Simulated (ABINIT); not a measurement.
A run of ABINIT 10.8.3 (patched build) is set up as follows.

Contents of run.abi:

```
# Pseudopotentials
pp_dirpath "./"
pseudos "Ga.upf, N.upf"

# Structure
acell 3.18 3.18 5.166 Angstrom
rprim
     1.0000000000     0.0000000000     0.0000000000
    -0.5000000000     0.8660254038     0.0000000000
     0.0000000000     0.0000000000     1.0000000000
ntypat 2
znucl 31 7
natom 4
typat 1 1 2 2
xred
     0.6666666667     0.3333333333     0.5000000000
     0.3333333333     0.6666666667     0.0000000000
     0.6666666667     0.3333333333     0.8750000000
     0.3333333333     0.6666666667     0.3750000000

# Plane-wave basis
ecut 36.0

# k points
kptopt 1
ngkpt 8 8 4
nshiftk 1
shiftk 0.0 0.0 0.0

# Exchange and correlation
ixc 11

# Bands and occupations
nband 22
occopt 3
tsmear 0.00183747

# SCF cycle
nstep 100
tolvrs 1.0e-10

# Output
iomode 3
prtwf 0
prtden 0
prteig 0
prtebands 0
```

Potentials or basis: PseudoDojo NC SR PBE v0.4.1 standard.

The run is started by

```bash
$ mpirun --bind-to none -np 4 abinit run.abi > log 2>&1
```

**Question.** What does it give for the largest force?

**Answer.** 0.138 eV/Å.

**Question.** Predict the band gap on the k mesh.

**Answer.** 2.01 eV, direct.

Forces on the atoms (eV/Å):
```
Ga   0.000  0.000 -0.138
Ga   0.000  0.000 -0.138
N    0.000  0.000  0.138
N    0.000  0.000  0.138
```

 PBE gaps usually lie below the measured ones, often by a third to a half.
